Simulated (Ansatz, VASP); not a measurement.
# Tl: VASP beside Ansatz

Contents of INCAR:

```
SYSTEM = Tl
PREC = Accurate
ENCUT = 520
EDIFF = 1E-6
ISMEAR = -1
SIGMA = 0.05
LREAL = .FALSE.
LASPH = .TRUE.
NELM = 100
ALGO = Normal
ISIF = 2
LWAVE = .FALSE.
LCHARG = .FALSE.
GGA = CA
NBANDS = 20
```

File KPOINTS:

```
Automatic mesh
0
G
  11 11 6
  0 0 0
```

Contents of POSCAR:

```
Tl
1.0
    3.4674801630      0.0000000000      0.0000000000
   -1.7337400815      3.0029259083      0.0000000000
    0.0000000000      0.0000000000      5.5433556166
Tl
2
Direct
    0.3333333333      0.6666666667      0.2500000000
    0.6666666667      0.3333333333      0.7500000000
```

Input for Ansatz:

```yaml
crystal:
  lattice:
    - [3.467480163, 0.0, 0.0]
    - [-1.7337400815, 3.0029259083, 0.0]
    - [0.0, 0.0, 5.5433556166]
  atoms:
    - { symbol: Tl, position: [0.3333333333, 0.6666666667, 0.25] }
    - { symbol: Tl, position: [0.6666666667, 0.3333333333, 0.75] }
kpoints:
  mp_grid: { grid: [11, 11, 6] }
  band_path:
    path:
      - [0.0, 0.0, 0.0]
      - [0.5, 0.0, 0.0]
      - [0.3333333333, 0.3333333333, 0.0]
      - [0.0, 0.0, 0.0]
      - [0.0, 0.0, 0.5]
      - [0.5, 0.0, 0.5]
      - [0.3333333333, 0.3333333333, 0.5]
      - [0.0, 0.0, 0.5]
      - [0.5, 0.0, 0.5]
    npoints: 5
scf:
  occupations: { method: fermi_dirac, width: 0.05 }
hamiltonian:
  xc: lda
  pseudopotentials: { kind: all_electron, lapw: { basis_error: 0.0005 } }
output:
  forces: true
  stress: true
  eigenvalues: true
```

Change from the starting cell: volume scaled by 1.01.

Alike in both runs: task single point; functional LDA; k mesh 11 × 11 × 6; occupations fermi-dirac, width 0.05 eV; no spin polarisation.

|  | VASP | Ansatz |
| --- | --- | --- |
| version | VASP 6.6.1 | Ansatz 0.2.0 |
| potentials or method | VASP PAW LDA potentials, release 64 (Tl_d) | all-electron LAPW, scalar-relativistic |
| plane-wave cutoff (eV) | 520 | see its input |

|  | VASP | Ansatz | Ansatz less VASP |
| --- | --- | --- | --- |
| pressure (GPa) | -2.0 | -2.1 | -0.05 |
| largest component of the traceless stress (GPa) | 0.05 | 0.10 | +0.043 |

Ansatz ran all-electron here, so the differences hold the error of VASP's frozen core and of both bases.

The runs have no spin-orbit coupling, so splittings on Tl are missing.
